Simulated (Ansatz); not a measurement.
Runs of Ansatz 0.2.0 on Ni. The structure is cubic, space group Fm-3m (No. 225). The conventional cell has a = 3.475 Å, b = 3.475 Å, c = 3.475 Å, α = 90.00°, β = 90.00°, γ = 90.00°. Ni (site symmetry m-3m) has 12 Ni at 2.46 Å as nearest neighbours. 

| task | level | cell | k mesh | cutoff (eV) | points for each segment of the path | atoms under strain | mesh quality | gap on the mesh (eV) | pressure (GPa) | moment (μB) |
| --- | --- | --- | --- | --- | --- | --- | --- | --- | --- | --- |
| band structure | HSEsol | as given | 7 × 7 × 7 | 420 | 4 | - | coarse | none | -1.2 | 0.99 |
| single point | r2SCAN50 | as given | 7 × 7 × 7 | 500 | - | - | coarse | none | 4.6 | 0.99 |
| elastic constants | LDA | as given | 10 × 10 × 10 | 420 | - | clamped | not flagged | none | -9.6 | (a) |
| relaxation of cell and atoms | HSE03 | relaxed | 7 × 7 × 7 | 420 | - | - | coarse | none | 0.0 | 0.99 |
| single point | r2SCANh | as given | 7 × 7 × 7 | 500 | - | - | coarse | none | (b) | 0.98 |

Alike in all rows: potentials or basis Ansatz PAW; spin collinear, ferromagnetic start; smearing fermi-dirac 0.05 eV.

Problem. Estimate the missing entries.

Solution. (a) 0.70; (b) 2.4.

Caveats: some runs use coarse meshes; the PAW data sets come from PBE, with cores solved anew for the run's functional, which leaves a small shift of forces and pressure; the magnetic or orbital state may not be the lowest (some runs); the thresholds are loose for stress (some runs); the cell is more than 3 GPa from zero pressure, which shifts response properties (some runs); elastic constants of metals need much finer meshes, so these are rough (some runs); the plane-wave basis is chosen anew once the cell has moved, so the energies of steps on either side of that aren't comparable (some runs).

A gap of «none» marks a metal or a gap under the smearing width.

Runs at the PBE level aren't shown here.
